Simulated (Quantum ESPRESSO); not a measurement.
W:

```
W
1.0
    -1.58234    1.58234    1.58234
     1.58234   -1.58234    1.58234
     1.58234    1.58234   -1.58234
W
1
Direct
  0.00000 0.00000 0.00000
```

Base run:

* Program: Quantum ESPRESSO 7.5
* Functional: AM05
* Potentials or basis: SG15 PBE 1.2
* Cutoff: 1020 eV
* Density cutoff: 4082 eV
* k mesh: 12 × 12 × 12
* Occupations: fermi-dirac, width 0.05 eV
* Spin: no spin polarisation

Its results: band gap on the k mesh none (metal or under the smearing width); pressure -5.1 GPa.

Task: The run is repeated on the same cell with these changes: functional from AM05 to LDA. What comes out?

Result: Band gap on the k mesh none (metal or under the smearing width); pressure -17.8 GPa.

LDA binds more tightly than AM05, so the same cell stands under less pressure.

Caveats: the potentials were made for another functional, which shifts forces and pressure; spin-orbit coupling is left out, which moves the levels of the heavy elements.
